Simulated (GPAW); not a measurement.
Input of a GPAW 26.7.0 run:

Contents of run.py:

```python
from ase.dft.bandgap import bandgap
from ase.io import read, write
from ase.units import Bohr, GPa
from gpaw import GPAW, PW, setup_paths
from gpaw.elf import elf_from_dft_calculation

setup_paths.insert(0, '.')

atoms = read('CdS.xyz')

calc = GPAW(mode=PW(600),
            xc='PBEsol',
            kpts={'size': (6, 6, 6), 'gamma': True},
            occupations={'name': 'fermi-dirac', 'width': 0.05},
            nbands=18,
            convergence={'density': 1e-05, 'energy': 1e-05},
            maxiter=150,
            txt='gpaw.txt')
atoms.calc = calc
energy = atoms.get_potential_energy()
forces = atoms.get_forces()
stress = atoms.get_stress()
calc.write('gs.gpw')
write('result.traj', atoms)
print(f'Energy: {energy:.6f} eV')
print('Forces (eV/A):')
print(forces.round(4))
print('Stress (GPa):', (stress / GPa).round(3))
print('Fermi level:', round(calc.get_fermi_level(), 4), 'eV')
print(f'Gap: {bandgap(calc)[0]:.4f} eV, direct: {bandgap(calc, direct=True)[0]:.4f} eV')

# fields on the real-space grid
write('density.cube', atoms, data=calc.get_pseudo_density() * Bohr**3)
write('potential.cube', atoms, data=calc.get_electrostatic_potential())
write('elf.cube', atoms, data=elf_from_dft_calculation(calc).data)

path = atoms.cell.bandpath('GXWKGLUWLK,UX', npoints=100, eps=1e-4)
bs_calc = calc.fixed_density(kpts=path, symmetry='off', nbands=29,
                             convergence={'bands': 'CBM+6.0', 'eigenstates': 1e-6}, txt='bands.txt')
bs = bs_calc.band_structure()
bs.write('bs.json')
print(f'Gap on the path: {bandgap(bs_calc)[0]:.4f} eV')
```

CdS.xyz

```xyz
2
Lattice="0.0000000000 2.7532440000 2.7532440000 2.7532440000 0.0000000000 2.7532440000 2.7532440000 2.7532440000 0.0000000000" Properties=species:S:1:pos:R:3 pbc="T T T"
Cd     0.0000000000      0.0000000000      0.0000000000
S      2.7532440000      2.7532440000      2.7532440000
```

Potentials or basis: PAW data sets generated in the run's folder for this functional, pw.

Command:

```bash
$ gpaw-setup -f PBEsol Cd S
$ OMP_NUM_THREADS=1 python run.py
```

(1) Predict the band gap along the path.

(2) What does it give for the band gap on the k mesh?

(3) What does it give for the pressure?

Results:

(1) 0.13 eV, indirect (least direct gap 1.44 eV).

(2) 0.13 eV, indirect (least direct gap 1.44 eV).

(3) -4.6 GPa.
